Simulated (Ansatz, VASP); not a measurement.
## SnGe2: VASP beside Ansatz

```xyz
3
Lattice="0.0000 3.3077 3.3077 3.3077 0.0000 3.3077 3.3077 3.3077 0.0000" Properties=species:S:1:pos:R:3 pbc="T T T"
Sn    0.0000    0.0000    0.0000
Ge    4.9615    4.9615    4.9615
Ge    1.6538    1.6538    1.6538
```

Alike in both runs: task relaxation of cell and atoms; functional LDA; k mesh 12 × 12 × 12; occupations fermi-dirac, width 0.15 eV; no spin polarisation.

```csv
,VASP,Ansatz
version,VASP 6.6.1,Ansatz 0.2.0
potentials or method,"VASP PAW LDA potentials, release 64 (Sn_d, Ge_d)","scalar-relativistic, plane waves, PAW"
plane-wave cutoff (eV),600,420
valence electrons in the cell,42,42
```

```tsv
	VASP	Ansatz	Ansatz less VASP
gap on the k mesh at the Fermi level, each at its own relaxed structure (eV)	none	none	-
relaxed volume (Å³/atom)	24.21	24.17	-0.039
relaxed cell length with the largest relative difference (Å)	4.683	4.681	-0.0025
```

A gap of «none» marks a metal or a gap that the smearing closes.
